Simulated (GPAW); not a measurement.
TiO2:

```
Ti O
1.0
     4.59984    0.00000    0.00000
     0.00000    4.59984    0.00000
     0.00000    0.00000    2.95921
Ti O
2 4
Direct
  0.00000 0.00000 0.50000
  0.50000 0.50000 0.00000
  0.30432 0.30432 0.50000
  0.19568 0.80432 0.00000
  0.80432 0.19568 0.00000
  0.69568 0.69568 0.50000
```

The cell is a database's computed one.

Base run:

```yaml
Program: GPAW 26.7.0
Functional: PBE
Potentials_or_basis: GPAW PAW data sets (gpaw-data 1.2.1)
Cutoff: 800 eV
Basis: pw
k_mesh: 4 × 4 × 7
Occupations: fermi-dirac, width 0.05 eV
Spin: no spin polarisation
Hubbard_terms: Ti d U = 5 eV
```

Its results: band gap on the k mesh 2.69 eV, indirect (least direct gap 2.72 eV); pressure 10.9 GPa; largest force 0.103 eV/Å.

**Question.** After a change of settings the same cell gave: band gap on the k mesh 2.02 eV, direct; pressure 6.4 GPa; largest force 0.042 eV/Å. Which change was it?
A. hubbard terms from Ti d U = 5 eV to Ti d U = 3 eV
B. hubbard terms from Ti d U = 5 eV to Ti d U = 1 eV
C. hubbard terms from Ti d U = 5 eV to none

**Answer.** B.
